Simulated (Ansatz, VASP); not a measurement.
**GaCo: VASP beside Ansatz**

```
Ga Co
1.0
     3.11375    0.00000    0.00000
     0.00000    3.11375    0.00000
     0.00000    0.00000    3.11375
Ga Co
1 1
Direct
  0.50000 0.50000 0.50000
  0.00000 0.00000 0.00000
```

Change from the starting cell: strain +0.080 along x and y, +0.080 along z, atoms carried along.

Alike in both runs: task single point; functional PBEsol; k mesh 16 × 16 × 16; occupations gaussian, width 0.15 eV; no spin polarisation.

|  | VASP | Ansatz |
| --- | --- | --- |
| version | VASP 6.6.1 | Ansatz 0.2.0 |
| potentials or method | VASP PAW PBE potentials, release 64 (Ga_d, Co) | scalar-relativistic, plane waves, PAW |
| plane-wave cutoff (eV) | 520 | 420 |
| valence electrons in the cell | 22 | 30 |

|  | VASP | Ansatz | Ansatz less VASP |
| --- | --- | --- | --- |
| gap on the k mesh at the Fermi level (eV) | none | none | - |
| pressure (GPa) | -28.1 | -28.3 | -0.20 |

A gap of «none» marks a metal or a gap that the smearing closes. The two sets of potentials don't hold the same shells in valence.

Caveats: so large a pressure means that the cell lies far from this level's equilibrium, or that cutoff or potentials fall short (VASP); the potentials were made for another functional, which shifts forces and pressure (VASP). Spin polarisation is off, so any magnetic state and its effect on volume and gap are missing.
